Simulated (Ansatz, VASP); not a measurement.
# ZnS: VASP beside Ansatz

File INCAR:

```
PREC = Accurate
ENCUT = 520
EDIFF = 1E-8
ISMEAR = 0
SIGMA = 0.02
LREAL = F
LASPH = T
NELM = 80
ALGO = Normal
ISIF = 2
LWAVE = F
LCHARG = F
GGA = PE
LEFG = T
```

KPOINTS

```
Automatic mesh
0
Gamma
  9 9 9
```

File POSCAR:

```
ZnS
1.0
    0.0000000000      2.7020000000      2.7020000000
    2.7020000000      0.0000000000      2.7020000000
    2.7020000000      2.7020000000      0.0000000000
Zn S
1 1
Direct
    0.7500000000      0.7500000000      0.7500000000
    0.0000000000      0.0000000000      0.0000000000
```

Contents of input.yaml:

```yaml
crystal:
  lattice:
    - [0.0, 2.702, 2.702]
    - [2.702, 0.0, 2.702]
    - [2.702, 2.702, 0.0]
  atoms:
    - { symbol: Zn, position: [0.75, 0.75, 0.75] }
    - { symbol: S, position: [0.0, 0.0, 0.0] }
hamiltonian:
  xc: pbe
  pseudopotentials: { kind: paw }
kpoints:
  mp_grid: { grid: [9, 9, 9] }
scf:
  occupations: { method: gaussian, width: 0.02 }
output:
  forces: true
  stress: true
  eigenvalues: true
```

Alike in both runs: functional PBE; k mesh 9 × 9 × 9; occupations gaussian, width 0.02 eV; no spin polarisation.

```csv
,VASP,Ansatz
version,VASP 6.6.1,Ansatz 0.2.0
potentials or method,"VASP PAW PBE potentials, release 64 (Zn, S)",Ansatz PAW
plane-wave cutoff (eV),520,420
valence electrons in the cell,18,18
task,electric field gradients,single point
```

```tsv
	VASP	Ansatz	Ansatz less VASP
gap on the k mesh at the Fermi level (eV)	2.11	2.11	-0.005
least direct gap on the mesh (eV)	2.11	2.11	-0.005
pressure (GPa)	1.8	1.6	-0.16
```

Caveats: odd divisions of the mesh miss points on the zone boundary, where band edges often lie, so the gap on the mesh can be too wide (Ansatz). Expect the measured gap to be larger: semilocal functionals such as PBE lack the derivative discontinuity.
